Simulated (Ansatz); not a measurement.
## WC: energy along a strain

WC, P-6m2, a = 2.898 Å, c = 2.828 Å. Ansatz: PBEsol, PAW, 420 eV, Γ-centred 24×24×22 mesh on 2 atoms, Gaussian smearing 0.15 eV; no spin polarisation. Cell vectors (Å): 2.898 0.000 0.000; -1.449 2.510 0.000; 0.000 0.000 2.828. The cell is strained by x per cent times the pattern (1 0 0 0 0 0) in the order xx yy zz yz xz xy (engineering shears), with fractional coordinates held. y is the free energy over the start, V0 = 10.286 Å³/atom.

| x (%) | y (meV/atom) |
| --- | --- |
| -4.00 | ? |
| -3.00 | 23.66 |
| -2.00 | 10.33 |
| 0.00 | 0.00 |
| 1.00 | 2.26 |
| 3.00 | 19.88 |
| 4.00 | 34.59 |

Question: Fit y = c1 x + c2 x² + c3 x³ to the other rows, get the stiffness along the pattern, and predict the missing energy.

Answer: Least squares on the rows shown. y = −0.10464 x + 2.4192 x² − 0.057917 x³. The clamped-ion stiffness p·C·p = 2 × 24.19 eV × 160.2 / 10.286 Å³ = 754 GPa, which is C11 in these axes; c1 is there for the stress left in the start, which by itself gives a slope of -0.09 meV/atom per %. At x = -4.00 the fit asked for gives 42.83 meV/atom. The run gave 43.01 meV/atom, so the fit is 0.18 meV/atom too low, 0.42 % of the span of the series, against an rms of 0.01 meV/atom on the fitted rows. The row lies outside the fitted range. With a term in x⁴ added, a fit to the same known rows predicts 42.95 meV/atom, so most of the miss is curvature that the known rows already hold.

Spin–orbit coupling is left out, which can shift energies with elements as heavy as these.

Cost: 7 runs of about 4.4 core-minutes in all, on Arm Neoverse V2 (shared hosts).